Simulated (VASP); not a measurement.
Crystal: TiAl3.

```
Ti Al
1.0
    -1.91111    1.91111    4.28067
     1.91111   -1.91111    4.28067
     1.91111    1.91111   -4.28067
Ti Al
1 3
Direct
  0.00000 0.00000 0.00000
  0.25000 0.75000 0.50000
  0.75000 0.25000 0.50000
  0.50000 0.50000 0.00000
```

The cell comes from a database or a generator and needn't be the stable form of this composition.

Base run:

* Program: VASP 6.6.1
* Functional: PBE
* Potentials or basis: VASP PAW PBE potentials, release 64 (Ti_sv, Al)
* Cutoff: 520 eV
* k mesh: 10 × 10 × 10
* Occupations: fermi-dirac, width 0.05 eV
* Spin: no spin polarisation

Its results: band gap on the k mesh none (metal or under the smearing width); pressure 2.1 GPa.

Q: The run is repeated on the same cell with these changes: functional from PBE to PBEsol. What comes out?

A: Band gap on the k mesh none (metal or under the smearing width); pressure -0.4 GPa.

PBEsol binds more tightly than PBE, so the same cell stands under less pressure.

Caveats: the PAW data sets were made with another functional, which shifts forces and pressure a little (some runs).

Not every run made on this cell is shown here.
